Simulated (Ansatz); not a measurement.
# Response of Ge to small distortions

```xyz
1
Lattice="2.7121 0.0000 0.0000 0.0000 2.7121 0.0000 0.0000 0.0000 2.7121" Properties=species:S:1:pos:R:3 pbc="T T T"
Ge    0.0000    0.0000    0.0000
```

The structure comes from a relaxation in the same program, started in the sc type, and has space group Pm-3m. Whether it is a known phase or the ground state wasn't checked.

These are results of Ansatz 0.2.0, DFT, PBE, all-electron LAPW, scalar-relativistic, not measurements.

Numerical set-up: a Γ-centred 13×13×13 k mesh, Fermi–Dirac smearing of 0.05 eV, basis error target 0.25 meV/atom, no spin polarisation.

The unchanged cell is at 0.03 GPa.

In a metal, stresses and small energies carry noise from the k mesh.

x, y and z are the Cartesian axes of the cell as listed; fractional coordinates follow a strain, and an engineering shear is twice the off-diagonal strain component.

With xy engineering shear strain of -2 %: energy change under 1 meV/atom; stress change (xx, yy, zz, yz, xz, xy) 0.08, 0.08, -0.19, 0.00, 0.00, 0.13 GPa, compression positive.

Problem. With this change (z strained by -1.5 % at fixed volume), what becomes of the energy and stress?

Solution. Energy change +3 meV/atom; stress change (xx, yy, zz, yz, xz, xy) -0.95, -0.95, 1.97, 0.00, 0.00, 0.00 GPa, compression positive.
